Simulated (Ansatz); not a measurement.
A plane-wave DFT run in Ansatz 0.2.0 (scalar-relativistic PAW potentials unless the input names others): input and command.

```yaml
crystal:
  lattice:
    - [1.2601784535, -0.7275643694, 4.1156334524]
    - [-1.2601784535, -3.6378218469, 2.0578167262]
    - [3.7805353606, -2.1826931081, 0.0]
  atoms:
    - { symbol: Cu, position: [0.1666666667, 0.6666666667, 0.5] }
    - { symbol: Cu, position: [0.0, 0.0, 0.0] }
    - { symbol: Cu, position: [0.3333333333, 0.3333333333, 0.0] }
    - { symbol: Cu, position: [0.6666666667, 0.6666666667, 0.0] }
    - { symbol: Cu, position: [0.5, 0.0, 0.5] }
    - { symbol: Cu, position: [0.8333333333, 0.3333333333, 0.5] }
basis:
  ecutwfc: "400 eV"
  ecutrho_ratio: 9
kpoints:
  mp_grid: { grid: [10, 10, 8] }
hamiltonian:
  xc: pbesol
scf:
  occupations: { method: gaussian, width: 0.1 }
  convergence: { dr2_threshold: 1.0e-06 }
output:
  forces: true
  eigenvalues: true
  stress: true
```

```bash
ansatz run input.yaml --threads 1 --pin off --max-ram 2560MiB --backend cpu --events-out ev --progress --plain --runs-dir out
```

Abridged log:
```
Warning: basis.ecutwfc = 400 eV is below the records' recommended 420 eV, and the density's cutoff is lower with it unless basis.ecutrho_ratio is high enough to keep the records' density cutoff: compare with a run at a higher cutoff
Warning: scf.convergence.dr2_threshold = 1e-6 eV is looser than this run's default, which is 1e-7 eV or tighter. The error in the forces grows as the threshold's square root, so leave the key out unless less accurate forces are enough
Warning: output.stress: scf.convergence.dr2_threshold = 1e-6 eV is looser than the 6e-10 eV advised for a printed stress (1e-10 eV for each atom of the cell: 6). ...
Basis set: ecut = 400 eV, 1231 PW (Γ), exchange–correlation on 90×90×90 points (8 copies of the dense FFT grid, shifted against one another)
Bands: 69, of which v1, the nominal top of the filled ones, is band 57 counted from 1 (56 counted from 0)
Symmetry: 24 space group operations
k-points: 227 of 800
SCF iter   1: F=—  HF=-39532.672157 eV  |F-HF|=—  |Δ(HF+E_count)|=         —  Δρ=2.04e-2  dr2=1.46e-1  ethr=1.77e-3  ⟨swp⟩=4.9  Hψ=50523  notcnv=0  defer=418
SCF iter   2: F=—  HF=-39532.639764 eV  |F-HF|=—  |Δ(HF+E_count)|=   3.24e-2  Δρ=2.20e-3  dr2=2.16e-3  ethr=1.28e-4  ⟨swp⟩=2.0  Hψ=26220  notcnv=0  defer=1265
SCF iter   3: F=—  HF=-39532.638458 eV  |F-HF|=—  |Δ(HF+E_count)|=   1.31e-3  Δρ=2.23e-3  dr2=2.22e-3  ethr=1.90e-6  ⟨swp⟩=2.7  Hψ=29415  notcnv=0  defer=1265
SCF iter   4: F=—  HF=-39532.637622 eV  |F-HF|=—  |Δ(HF+E_count)|=   8.35e-4  Δρ=2.30e-4  dr2=1.21e-5  ethr=1.90e-6  ⟨swp⟩=2.0  Hψ=18335  notcnv=0  defer=1265
SCF iter   5: F=—  HF=-39532.637673 eV  |F-HF|=—  |Δ(HF+E_count)|=   5.10e-5  Δρ=5.23e-5  dr2=1.34e-6  ethr=1.06e-8  ⟨swp⟩=2.0  Hψ=27343  notcnv=0  defer=1265
SCF iter   6: F=-39532.637673 eV  HF=-39532.637673 eV  |F-HF|=4.19e-9  |Δ(HF+E_count)|=   1.66e-7  Δρ=9.09e-6  dr2=4.11e-8  ethr=8.77e-10  ⟨swp⟩=7.1  Hψ=61585  notcnv=0
SCF 1 converged in 6 iterations: F = -39532.637673 eV  dr2 = 4.11e-8
SCF converged after 6 iterations
Free energy (F): -39532.637673 eV
Harris-Foulkes:  -39532.637673 eV  (|F-HF|=4.19e-9)
Internal energy: -39532.629267 eV  (E = F + TS)
E sigma→0 (E₀):  -39532.633470 eV
Entropy (-TS):   -0.008406 eV (-1.401 meV/atom)
Fermi energy:    17.532187 eV
--- Forces (eV/Å), atoms counted from 1 ---
  atom   1  Cu     0.00000000     0.00000000     0.00000000
  atom   2  Cu     0.00000000     0.00000000     0.00000000
  atom   3  Cu     0.00000000     0.00000000     0.00000000
  atom   4  Cu     0.00000000     0.00000000     0.00000000
  atom   5  Cu     0.00000000     0.00000000     0.00000000
  atom   6  Cu     0.00000000     0.00000000     0.00000000
--- Stress (GPa, compression-positive) ---
        0.013580      -0.082404       0.012139
       -0.082404      -0.081572      -0.007009
        0.012139      -0.007009      -0.118373
  P = ⅓ Tr σ = -0.0621 GPa (-0.621 kbar)
```

Apart from outputs, empty bands and the relaxation, which only the reference makes, the input differs from a reference run on usual settings in basis.ecutrho_ratio: not typed → 9; scf.convergence.dr2_threshold: not typed → 1e-06; basis.ecutwfc: 420 → "400 eV". The reference, at the same geometry, ended its own course with pressure -0.08 GPa, largest force 0.000 eV/Å, no gap on the mesh. This run converged in 6 SCF iterations with an energy at zero smearing 0.57 meV/atom above the reference's, pressure -0.06 GPa, largest force 0.000 eV/Å, no gap on the mesh. Its cutoff is looser than usual, yet energy, pressure and forces hardly moved.

Time: 53 s on 1 thread of Arm Neoverse V2, with other jobs on the host, peak memory 0.92 GiB.